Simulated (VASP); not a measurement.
# InSe: restarted molecular dynamics, 2 variants

InSe, P-6m2 (no. 187), 8 atoms in the cell. PBE, molecular dynamics; PAW potentials In, Se (PBE set).

| Restart from | Temperature at the end (K) | The same without a restart (K) | Potential energy at the end (eV/atom) | The same without a restart (eV/atom) | Electronic steps in the first step after the restart | Time (s) |
|---|---|---|---|---|---|---|
| CONTCAR with velocities, WAVECAR read | 561.0 | 561.0 | -3.41017 | -3.41017 | 4 | 254 |
| CONTCAR with velocities, no WAVECAR | 561.0 | 561.0 | -3.41017 | -3.41017 | 14 | 245 |

Limits: 180 fs of 8 atoms are too short for converged averages; the cell is only 3.5 Å across, so each atom moves in step with near copies of itself.

## Input of the first row

INCAR.step1:
```
SYSTEM = InSe
GGA = PE ; PREC = Normal
ENCUT = 210 ; EDIFF = 1E-6
NELMIN = 4 ; NELM = 60
ALGO = Normal ; LREAL = Auto
LASPH = .TRUE. ; ISMEAR = 0
SIGMA = 0.05 ; ISYM = 0
LWAVE = .TRUE. ; LCHARG = .FALSE.
IBRION = 0 ; NSW = 30
POTIM = 3.0 ; TEBEG = 600
ISIF = 2 ; RANDOM_SEED = 877967 0 0
MDALGO = 4 ; NHC_NCHAINS = 3
NHC_PERIOD = 30 ; KPAR = 2
```

INCAR.step2, as INCAR.step1 but for:
```
- LWAVE = .TRUE.
+ LWAVE = .FALSE.
```

KPOINTS:
```
k-points
0
Gamma
  3 3 1
```

POSCAR.step1:
```
InSe
1.0
    4.0473293151      0.0000000000      0.0000000000
   -2.0236646576      3.5050900044      0.0000000000
    0.0000000000      0.0000000000     18.0520649100
In Se
4 4
Direct
    0.3333333333      0.6666666667      0.0773904900
    0.3333333333      0.6666666667      0.9226095100
    0.0000000000      0.0000000000      0.4226063200
    0.0000000000      0.0000000000      0.5773936800
    0.3333333333      0.6666666667      0.3529842800
    0.3333333333      0.6666666667      0.6470157200
    0.6666666667      0.3333333333      0.1469999300
    0.6666666667      0.3333333333      0.8530000700
```

Commands (each step's output is kept before the next begins):
```
cat potpaw_PBE.64/In/POTCAR potpaw_PBE.64/Se/POTCAR > POTCAR
cp INCAR.step1 INCAR
cp POSCAR.step1 POSCAR
mpirun -np 2 vasp_std > vasp.out
cp CONTCAR POSCAR
cp INCAR.step2 INCAR
mpirun -np 2 vasp_std > vasp.out
```

Changes of the last row against the first:
```
(step 1)
- LWAVE = True
+ LWAVE = False
```

VASP 6.6.1 took 254 s on 2 cores (Intel Xeon Platinum 8259CL @ 2.50GHz (Skylake/Cascade Lake)), a shared host.
